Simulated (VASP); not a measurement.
# Ga2O3 (C2/m) in VASP: single point with PBE

Aim: the single point of Ga2O3 with PBE.

Program: VASP 6.6.1. These are calculated values, not measurements. Logs are shortened: lines on timing, memory, paths and dates and some standing lists are left out, and cuts for length are marked.

## Step 1: The structure

Symmetry: C2/m, No. 12, monoclinic system. The conventional cell has a = 12.214 Å, b = 3.037 Å, c = 5.798 Å, α = 90.00°, β = 103.83°, γ = 90.00°. Around Ga (site symmetry m) lie 4 O at 1.83 to 1.86 Å. Ga (site symmetry m) has 6 O at 1.94 to 2.07 Å as nearest neighbours. O (site symmetry m) is surrounded by 3 Ga at 1.83 to 1.94 Å. Around O (site symmetry m) lie 4 Ga at 1.86 to 2.07 Å. Around O (site symmetry m) lie 3 Ga at 1.83 to 1.94 Å.

The cell was built by a generator and needn't be a form met in nature.

## Step 2: Single point, PBE

The input, INCAR:

```
SYSTEM = Ga2O3
ALGO = Fast
EDIFF = 1E-6
ENCUT = 520
GGA = PE
ISIF = 2
ISMEAR = 0
LASPH = .True.
LCHARG = .True.
LELF = .True.
LREAL = Auto
LVHAR = .True.
LWAVE = .False.
NBANDS = 202
NELM = 60
PREC = Accurate
SIGMA = 0.01
```

The input, KPOINTS:

```
k-points
0
Gamma
  1 3 3
  0 0 0
```

The input, POSCAR:

```
Ga2O3
1.0
   12.2140000000      0.0000000000      0.0000000000
    0.0000000000      6.0742000000      0.0000000000
   -1.3859888959      0.0000000000      5.6300087380
Ga O
16 24
Direct
    0.0905000000      0.0000000000      0.7946000000
    0.9095000000      0.0000000000      0.2054000000
    0.6586600000      0.0000000000      0.3140200000
    0.3413400000      0.0000000000      0.6859800000
    0.5905000000      0.2500000000      0.7946000000
    0.4095000000      0.2500000000      0.2054000000
    0.1586600000      0.2500000000      0.3140200000
    0.8413400000      0.2500000000      0.6859800000
    0.0905000000      0.5000000000      0.7946000000
    0.9095000000      0.5000000000      0.2054000000
    0.6586600000      0.5000000000      0.3140200000
    0.3413400000      0.5000000000      0.6859800000
    0.5905000000      0.7500000000      0.7946000000
    0.4095000000      0.7500000000      0.2054000000
    0.1586600000      0.7500000000      0.3140200000
    0.8413400000      0.7500000000      0.6859800000
    0.1645000000      0.0000000000      0.1098000000
    0.8355000000      0.0000000000      0.8902000000
    0.1733000000      0.0000000000      0.5632000000
    0.8267000000      0.0000000000      0.4368000000
    0.4959000000      0.0000000000      0.2566000000
    0.5041000000      0.0000000000      0.7434000000
    0.6645000000      0.2500000000      0.1098000000
    0.3355000000      0.2500000000      0.8902000000
    0.6733000000      0.2500000000      0.5632000000
    0.3267000000      0.2500000000      0.4368000000
    0.9959000000      0.2500000000      0.2566000000
    0.0041000000      0.2500000000      0.7434000000
    0.1645000000      0.5000000000      0.1098000000
    0.8355000000      0.5000000000      0.8902000000
    0.1733000000      0.5000000000      0.5632000000
    0.8267000000      0.5000000000      0.4368000000
    0.4959000000      0.5000000000      0.2566000000
    0.5041000000      0.5000000000      0.7434000000
    0.6645000000      0.7500000000      0.1098000000
    0.3355000000      0.7500000000      0.8902000000
    0.6733000000      0.7500000000      0.5632000000
    0.3267000000      0.7500000000      0.4368000000
    0.9959000000      0.7500000000      0.2566000000
    0.0041000000      0.7500000000      0.7434000000
```

Potentials or basis: VASP PAW PBE potentials, release 64 (Ga_d, O).

Started as:

```sh
> cat potpaw_PBE.64/Ga_d/POTCAR potpaw_PBE.64/O/POTCAR > POTCAR
> mpirun -np 1 vasp_std > vasp.out
```

OUTCAR:

```text
SYSTEM = Ga2O3
   EDIFF = 1E-6
   ENCUT = 520
   GGA = PE
   ISIF = 2
   ISMEAR = 0
   LASPH = .True.
   LREAL = Auto
   NELM = 60
   PREC = Accurate

 ion  position               nearest neighbor table
   1  0.090  0.000  0.795-  28 1.83  40 1.83  17 1.83  19 1.86
   2  0.910  0.000  0.205-  27 1.83  39 1.83  18 1.83  20 1.86
   3  0.659  0.000  0.314-  21 1.94  23 1.94  35 1.94  20 2.01  25 2.07  37 2.07
   4  0.341  0.000  0.686-  22 1.94  24 1.94  36 1.94  19 2.01  26 2.07  38 2.07
   5  0.590  0.250  0.795-  22 1.83  34 1.83  23 1.83  25 1.86
   6  0.410  0.250  0.205-  21 1.83  33 1.83  24 1.83  26 1.86
   7  0.159  0.250  0.314-  27 1.94  17 1.94  29 1.94  26 2.01  19 2.07  31 2.07
   8  0.841  0.250  0.686-  28 1.94  18 1.94  30 1.94  25 2.01  20 2.07  32 2.07
   9  0.090  0.500  0.795-  28 1.83  40 1.83  29 1.83  31 1.86
  10  0.910  0.500  0.205-  27 1.83  39 1.83  30 1.83  32 1.86
  11  0.659  0.500  0.314-  33 1.94  23 1.94  35 1.94  32 2.01  25 2.07  37 2.07
  12  0.341  0.500  0.686-  34 1.94  24 1.94  36 1.94  31 2.01  26 2.07  38 2.07
  13  0.590  0.750  0.795-  22 1.83  34 1.83  35 1.83  37 1.86
  14  0.410  0.750  0.205-  21 1.83  33 1.83  36 1.83  38 1.86
  15  0.159  0.750  0.314-  39 1.94  29 1.94  17 1.94  38 2.01  19 2.07  31 2.07
  16  0.841  0.750  0.686-  40 1.94  30 1.94  18 1.94  37 2.01  20 2.07  32 2.07
  17  0.164  0.000  0.110-   1 1.83   7 1.94  15 1.94
[... 9 lines left out ...]
  27  0.996  0.250  0.257-   2 1.83  10 1.83   7 1.94
  28  0.004  0.250  0.743-   1 1.83   9 1.83   8 1.94
  29  0.164  0.500  0.110-   9 1.83   7 1.94  15 1.94
  30  0.836  0.500  0.890-  10 1.83   8 1.94  16 1.94
  31  0.173  0.500  0.563-   9 1.86  12 2.01   7 2.07  15 2.07
  32  0.827  0.500  0.437-  10 1.86  11 2.01   8 2.07  16 2.07
  33  0.496  0.500  0.257-   6 1.83  14 1.83  11 1.94
  34  0.504  0.500  0.743-   5 1.83  13 1.83  12 1.94
  35  0.664  0.750  0.110-  13 1.83  11 1.94   3 1.94
  36  0.336  0.750  0.890-  14 1.83  12 1.94   4 1.94
  37  0.673  0.750  0.563-  13 1.86  16 2.01   3 2.07  11 2.07
  38  0.327  0.750  0.437-  14 1.86  15 2.01   4 2.07  12 2.07
  39  0.996  0.750  0.257-   2 1.83  10 1.83  15 1.94
  40  0.004  0.750  0.743-   1 1.83   9 1.83  16 1.94

  LATTYP: Found a simple monoclinic cell.
 ALAT       =     5.7981000000
 B/A-ratio  =     1.0476190476
 C/A-ratio  =     2.1048642356
 COS(beta)  =    -0.2358564243

  Lattice vectors:

 A1 = (  -1.3859888959,   0.0000000000,   5.6300087380)
 A2 = (   0.0000000000,   6.0742000000,   0.0000000000)
 A3 = ( -10.8280111041,   0.0000000000,  -5.6300087380)

Analysis of symmetry for initial positions (statically):
=====================================================================
 Subroutine PRICEL returns following result:

  LATTYP: Found a base centered monoclinic cell.
 ALAT       =    12.2140000000
 B/A-ratio  =     0.2486572785
 C/A-ratio  =     0.4747093499
 COS(beta)  =    -0.2390419096

[... 150 lines left out ...]
   EMIN   =  10.00;   EMAX   =-10.00  energy-range for DOS
   EFERMI =   0.00;   METHOD = LEGACY
   ISMEAR =     0;   SIGMA  =   0.01  broadening in eV -4-tet -1-fermi 0-gaus
   EFERMI_NEDOS =   21; number of points for ismear=-14 and -15
   IALGO  =     68    algorithm
   IMIX   =      4    mixing-type and parameters
     AMIX     =   0.40;   BMIX     =  1.00
     AMIX_MAG =   1.60;   BMIX_MAG =  1.00
  volume/ion in A,a.u.               =      10.44        70.47
  Fermi-wavevector in a.u.,A,eV,Ry     =   1.546335  2.922150 32.533613  2.391153
  Thomas-Fermi vector in A             =   2.651586
   LORBIT       =      0    0 simple, 1 ext, 2 COOP (PROOUT), +10 PAW based schemes
   GGA     = PE    functional components
   LHFCALC =     F    Hartree Fock is set to
   AEXX    =    0.0000 exact exchange contribution
   IVDW    =     0    specifies the selected vdW correction
   LEPSILON=     F    determine dielectric tensor
   LRPA    =     F    only Hartree local field effects (RPA)
 non-spin polarized calculation
 RMM-DIIS sequential band-by-band and
 Gauss-broadening in eV      SIGMA  =   0.01
  energy-cutoff  :      520.00
  volume of cell :      417.69
 maximum number of plane-waves:     11305
 NGX is ok and might be reduce to    90
   NGX = 45   NGY = 23   NGZ = 21

 number of electron     352.0000177 magnetization

 Free energy of the ion-electron system (eV)
  ---------------------------------------------------
  ext. energy  EPLUGINS =         0.00000000
  ---------------------------------------------------
  free energy    TOTEN  =      -238.01303770 eV

  energy without entropy =     -238.01303770  energy(sigma->0) =     -238.01303770

 E-fermi :   3.9311     XC(G=0): -11.6431

 val. band max:        3.8787032468   @ k =   0.0000   0.0000   0.0000
 cond. band min:       6.3203407181   @ k =   0.0000   0.0000   0.0000
 fundamental gap:      2.4416374713
 Fermi energy:         3.9311226523

 k-point     1 :       0.0000    0.0000    0.0000
  band No.  band energies     occupation
      1     -15.0573      2.00000
      2     -14.6952      2.00000
      3     -14.5448      2.00000
      4     -13.9048      2.00000
      5     -13.9048      2.00000
      6     -13.8900      2.00000
[... 753 lines left out ...]
    187      11.0522      0.00000
    188      11.1406      0.00000
 [bands above 188 left out]

------------------------ aborting loop because EDIFF is reached ----------------------------------------

  FORCE on cell =-STRESS in cart. coord.  units (eV):
  Direction    XX          YY          ZZ          XY          YZ          ZX
  --------------------------------------------------------------------------------------
  -------------------------------------------------------------------------------------
  Total       25.8451717     28.5628690     25.1127473      0.0000000      0.0000000      0.3954889
  in kB       99.1365797    109.5610884     96.3271558      0.0000000      0.0000000      1.5170112
  external PRESSURE =     101.6749413 kB  Pullay stress =       0.0000000 kB

 VOLUME and BASIS-vectors are now :
 -----------------------------------------------------------------------------
  energy-cutoff  :      520.00
  volume of cell :      417.69
      direct lattice vectors                 reciprocal lattice vectors
    12.214000000  0.000000000  0.000000000     0.081873260  0.000000000  0.020155462
     0.000000000  6.074200000  0.000000000     0.000000000  0.164630733  0.000000000
    -1.385988896  0.000000000  5.630008738     0.000000000  0.000000000  0.177619618

 POSITION                                       TOTAL-FORCE (eV/Angst)
 -----------------------------------------------------------------------------------
      0.00406      0.00000      4.47360         0.107241     -0.000000      0.072233
     10.82395      0.00000      1.15640        -0.107241      0.000000     -0.072233
      7.60965      0.00000      1.76794        -0.032664     -0.000000      0.056190
      3.21837      0.00000      3.86207         0.032664     -0.000000     -0.056190
      6.11106      1.51855      4.47360         0.107241      0.000000      0.072233
      4.71695      1.51855      1.15640        -0.107241     -0.000000     -0.072233
[... 32 lines left out ...]
     11.80828      4.55565      1.44466         0.164841     -0.000000      0.057544
     -0.98027      4.55565      4.18535        -0.164841      0.000000     -0.057544
 -----------------------------------------------------------------------------------
    total drift:                                0.000000      0.000000     -0.000000

  FREE ENERGIE OF THE ION-ELECTRON SYSTEM (eV)
  ---------------------------------------------------
  free  energy   TOTEN  =      -238.0130376951 eV

  energy  without entropy=     -238.0130376951  energy(sigma->0) =     -238.01303770
```

Wall time 8.5 min (1 thread of Intel Xeon 6975P-C (Granite Rapids), shared host); peak memory 0.6 GiB.

Results:

```yaml
Free_energy: -238.0130 eV
Pressure: 10.2 GPa
Largest_force: 0.246 eV/Å
Band_gap_on_the_k_mesh: 2.44 eV
```

Forces on the atoms (eV/Å):
```
Ga   0.107  0.000  0.072
Ga  -0.107  0.000 -0.072
Ga  -0.033  0.000  0.056
Ga   0.033  0.000 -0.056
Ga   0.107  0.000  0.072
Ga  -0.107  0.000 -0.072
Ga  -0.033  0.000  0.056
Ga   0.033  0.000 -0.056
Ga   0.107  0.000  0.072
Ga  -0.107  0.000 -0.072
Ga  -0.033  0.000  0.056
Ga   0.033  0.000 -0.056
Ga   0.107  0.000  0.072
Ga  -0.107  0.000 -0.072
Ga  -0.033  0.000  0.056
Ga   0.033  0.000 -0.056
O    0.223  0.000 -0.105
O   -0.223  0.000  0.105
O   -0.029  0.000 -0.048
O    0.029  0.000  0.048
O    0.165  0.000  0.058
O   -0.165  0.000 -0.058
O    0.223  0.000 -0.105
O   -0.223  0.000  0.105
O   -0.029  0.000 -0.048
O    0.029  0.000  0.048
O    0.165  0.000  0.058
O   -0.165  0.000 -0.058
O    0.223  0.000 -0.105
O   -0.223  0.000  0.105
O   -0.029  0.000 -0.048
O    0.029  0.000  0.048
O    0.165  0.000  0.058
O   -0.165  0.000 -0.058
O    0.223  0.000 -0.105
O   -0.223  0.000  0.105
O   -0.029  0.000 -0.048
O    0.029  0.000  0.048
O    0.165  0.000  0.058
O   -0.165  0.000 -0.058
```

Stress tensor (GPa, compression positive):
```
 9.91  0.00  0.15
 0.00 10.96  0.00
 0.15  0.00  9.63
```

Levels at points of the mesh, in eV from the valence-band top:
```tsv
k point	band 174	band 175	band 176	band 177	band 178	band 179
(0.00, 0.00, 0.00)	-0.11	-0.11	0.00	2.44	4.61	4.86
```

Caveat: the k mesh is coarse (spacing up to 0.53 Å⁻¹), so the values aren't converged.
